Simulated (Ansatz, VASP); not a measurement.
# One calculation of Fe, two programs

File INCAR:

```
PREC     = Accurate       # precision mode
ENCUT    = 520            # plane-wave cutoff, eV
EDIFF    = 1E-6           # SCF threshold, eV
ISMEAR   = 0              # smearing method
SIGMA    = 0.05           # smearing width, eV
LREAL    = F              # projectors in reciprocal space
LASPH    = T              # aspherical terms in the spheres
NELM     = 80             # most SCF steps
ALGO     = Normal         # electronic algorithm
ISIF     = 2              # what is computed and relaxed
LWAVE    = F              # write WAVECAR
LCHARG   = T              # write CHGCAR
GGA      = PE             # functional
LELF     = T              # ELF
LVHAR    = T            
NBANDS   = 10             # bands
```

The input KPOINTS:

```
regular mesh
0
Gamma
  22 22 22
```

POSCAR

```
Fe
1.0
   -1.4155932657      1.4155932657      1.4155932657
    1.4155932657     -1.4155932657      1.4155932657
    1.4155932657      1.4155932657     -1.4155932657
Fe
1
Direct
    0.0000000000      0.0000000000      0.0000000000
```

Input for Ansatz:

```yaml
crystal:
  lattice:
    - [-1.4155932657, 1.4155932657, 1.4155932657]
    - [1.4155932657, -1.4155932657, 1.4155932657]
    - [1.4155932657, 1.4155932657, -1.4155932657]
  atoms:
    - { symbol: Fe, position: [0.0, 0.0, 0.0] }
basis:
  ecutwfc: 420
  ecutrho_ratio: 4
kpoints:
  mp_grid: { grid: [22, 22, 22] }
hamiltonian:
  xc: pbe
scf:
  occupations: { method: gaussian, width: 0.05 }
output:
  forces: true
  stress: true
  eigenvalues: true
```

Alike in both runs: task single point; functional PBE; k mesh 22 × 22 × 22; occupations gaussian, width 0.05 eV; no spin polarisation.

|  | VASP | Ansatz |
| --- | --- | --- |
| version | VASP 6.6.1 | Ansatz 0.2.0 |
| potentials or method | VASP PAW PBE potentials, release 64 (Fe) | scalar-relativistic, plane waves, PAW |
| plane-wave cutoff (eV) | 520 | 420 |
| valence electrons in the cell | 8 | 16 |

```tsv
	VASP	Ansatz	Ansatz less VASP
gap on the k mesh at the Fermi level (eV)	none	none	-
pressure (GPa)	-18.0	-17.7	+0.27
```

A gap of «none» marks a metal or a gap that the smearing closes. The two sets of potentials don't hold the same shells in valence.

Caveats: so large a pressure means that the cell lies far from this level's equilibrium, or that cutoff or potentials fall short (VASP); the run has no spin polarisation, though such a crystal can be magnetic. Spin polarisation is off, so any magnetic state and its effect on volume and gap are missing.
